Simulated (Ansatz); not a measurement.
Program: Ansatz. Geometries: PBE0-D4/def2-TZVP. ΔE: electronic, gas phase. CCSD(T)/CBS adds triple-zeta CCSD(T) − MP2 to the extrapolated MP2 energy (def2 sets, frozen cores). Functionals use def2-TZVPP. B3LYP here is the variant with VWN-RPA as its local correlation; programs differ in this. Each species was taken in one conformer, which may not be the lowest.

Reaction (formal exchange of groups at a C–C bond): `C[C]1=[N][AlH]1` + `CCC=O` → `CCCC=O` + `[CH]1=[N][AlH]1`

| level | ΔE (eV) |
| --- | --- |
| PBE0-D4 | 0.35 |
| B3LYP-D4 | 0.35 |
| r2SCAN | 0.37 |
| SCS-MP2/def2-TZVPP | 0.32 |
| CCSD/def2-TZVPP | 0.29 |
| HF/def2-QZVPP | 0.33 |
| MP2/def2-QZVPP | 0.35 |
| HF/CBS(def2) | 0.33 |

(1) What does CCSD(T)/CBS give? (An estimate is asked.)

Largest T1 diagnostic among the species: 0.019.

Answers

(1) Ansatz gave: +0.32 eV. The listed levels differ from it by 0.03, 0.03, 0.05, 0.00, -0.03, 0.01, 0.03, 0.01 eV.

CCSD(T)/CBS has its own doubt, a few kJ/mol and more with outer-core shells, so smaller differences from it don't rank the levels.
